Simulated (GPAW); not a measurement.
The system is Rh.

```
Rh
1.0
     2.73098    0.00000    0.00000
    -1.36549    2.36510    0.00000
     0.00000    0.00000    4.42849
Rh
2
Direct
  0.33333 0.66667 0.25000
  0.66667 0.33333 0.75000
```

This isn't the form of Rh at room conditions, which is fcc.

```yaml
Program: GPAW 26.7.0
Task: relaxation of cell and atoms
Functional: PBEsol
Dispersion: D3(BJ)+ATM
Potentials_or_basis: PAW data sets generated in the run's folder for this functional
Cutoff: 600 eV
Basis: pw
k_mesh: 8 × 8 × 5
Occupations: fermi-dirac, width 0.05 eV
Spin: no spin polarisation
```

At the start: pressure -16.1 GPa; volume 14.30 Å³/atom.

Q: How do energy, volume and symmetry change on relaxing?

A: Over 6 steps the energy falls by 47.8 meV/atom and the volume is 13.44 Å³/atom (-6.0 %); space group P6_3/mmc (No. 194, to 0.05 Å).

The path:
```tsv
step	energy change (eV)	largest force (eV/Å)	pressure (GPa)	volume (Å³)
1	0.0000	0.0000	-16.15	28.60
2	-0.0698	0.0000	-8.81	27.73
3	-0.0951	0.0000	1.10	26.78
4	-0.0955	0.0000	0.00	26.88
5	-0.0955	0.0000	-0.07	26.89
6	-0.0957	0.0000	-0.05	26.88
```

Final structure:
```yaml
crystal:
  lattice:
    - [2.68234, 0.00000, 0.00000]
    - [-1.34117, 2.32298, 0.00000]
    - [0.00000, 0.00000, 4.31470]
  atoms:
    - { symbol: Rh, position: [0.33333, 0.66667, 0.25000] }
    - { symbol: Rh, position: [0.66667, 0.33333, 0.75000] }
```

Caveat: later steps reuse the first step's grids; pairwise dispersion overbinds metals, which lowers pressure and volume.
